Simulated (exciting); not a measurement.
## GaP: equation of state with PBE

**Measured values to compare with.**

From “Phosphorous dimerization in GaP at high pressure”, 2017, arxiv:1709.06667, for a bulk crystal of GaP: bulk modulus 87.5 ± 0.6 GPa.

The system is GaP.

```xyz
2
Lattice="0.0000 2.7252 2.7252 2.7252 0.0000 2.7252 2.7252 2.7252 0.0000" Properties=species:S:1:pos:R:3 pbc="T T T"
Ga    0.0000    0.0000    0.0000
P     4.0879    4.0879    4.0879
```

```
Program             : exciting (release sodium)
Task                : equation of state
Functional          : PBE
Potentials or basis : all-electron LAPW+lo, shipped species files, valence relativity iora*
rgkmax              : 9
k mesh              : 8 × 8 × 8
Occupations         : fermi-dirac, width 0.05 eV
Spin                : no spin polarisation
```

```
Equilibrium volume                      : 20.85 Å³/atom
Bulk modulus                            : 76 GPa
Pressure derivative of the bulk modulus : 4.9
```

Energy against volume, from the lowest point:
| volume (Å³/atom) | energy (meV/atom) |
| --- | --- |
| 19.026 | 44.89 |
| 19.431 | 25.95 |
| 19.836 | 12.45 |
| 20.240 | 4.10 |
| 20.645 | 0.07 |
| 21.050 | 0.00 |
| 21.455 | 3.48 |

Against the measured bulk modulus of GaP, 87.5 GPa (“Phosphorous dimerization in GaP at high pressure”, 2017, arxiv:1709.06667), the calculated 76 GPa is off by -13.3 %. The fit is for a static lattice scaled at fixed shape and fixed fractional positions.

PBE usually gives volumes a little too large and moduli too small.
